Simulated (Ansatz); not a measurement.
BeS (h-MgO type) (no longer in that coordination), relaxed with r2SCAN: 6 runs in Ansatz 0.2.0, each a calculation of independent-particle optics. It is hexagonal, P6_3/mmc (No. 194); a = 3.462 Å, c = 6.992 Å in the conventional setting, 18.15 Å³ an atom. Around Be lie 3 S at 2.00 Å; around S lie 3 Be at 2.00 Å. Computed, not measured; no magnetism was allowed, and whether the structure is a known phase isn't checked.

```yaml
crystal:
  lattice:
    - [3.46216, 0.00000, 0.00000]
    - [-1.73108, 2.99832, 0.00000]
    - [0.00000, 0.00000, 6.99243]
  atoms:
    - { symbol: Be, position: [0.33333, 0.66667, 0.25000] }
    - { symbol: Be, position: [0.66667, 0.33333, 0.75000] }
    - { symbol: S, position: [0.66667, 0.33333, 0.25000] }
    - { symbol: S, position: [0.33333, 0.66667, 0.75000] }
```

On meshes this coarse, single peaks can be features of the mesh. No local fields, no excitons; the zone sum runs over the cells of the mesh, and ε∞ includes the bands left out of the spectrum. Up to four peaks are listed, those above 15 % of the tallest and inside the complete range; the four can differ from row to row. Rows marked drawn have settings drawn at random (some not listed).

| functional | k mesh | broadening (eV) | scissors (eV) | range (eV) | settings | direct gap on the mesh before scissors (eV) | ε∞ xx | ε∞ yy | ε∞ zz | complete up to (eV) | tallest peaks of mean ε₂ (eV) |
| --- | --- | --- | --- | --- | --- | --- | --- | --- | --- | --- | --- |
| PBE | 12×12×4 | 0.1 | 0.00 | 0–18 | chosen | 4.12 | 5.12 | 5.12 | 4.32 | 18.0 | 4.70 5.45 7.45 8.65 |
| r2SCAN | 12×12×4 | 0.1 | 0.00 | 0–18 | chosen | 4.64 | 4.63 | 4.63 | 3.94 | 18.0 | 5.25 7.75 8.05 9.35 |
| LDA | 12×12×4 | 0.1 | 0.00 | 0–18 | chosen | 3.90 | 5.34 | 5.34 | 4.59 | 18.0 | 4.50 5.35 7.30 8.45 |
| PBE | 12×12×4 | 0.1 | 1.09 (to HSE06) | 0–18 | chosen | 4.12 | 4.57 | 4.57 | 3.87 | 18.0 | 5.75 6.55 8.50 9.75 |
| r2SCAN | 12×12×4 | 0.4 | 0.30 | 0–10 | drawn | 4.64 | 4.53 | 4.53 | 3.86 | 10.0 | 6.00 8.40 |
| LDA | 12×12×4 | 0.4 | 2.50 | 0.5–6 | drawn | 3.90 | 4.18 | 4.18 | 3.61 | 6.0 | none |

The fundamental gap is indirect (3.91 eV with PBE on 12×12×4); the table holds the direct one.
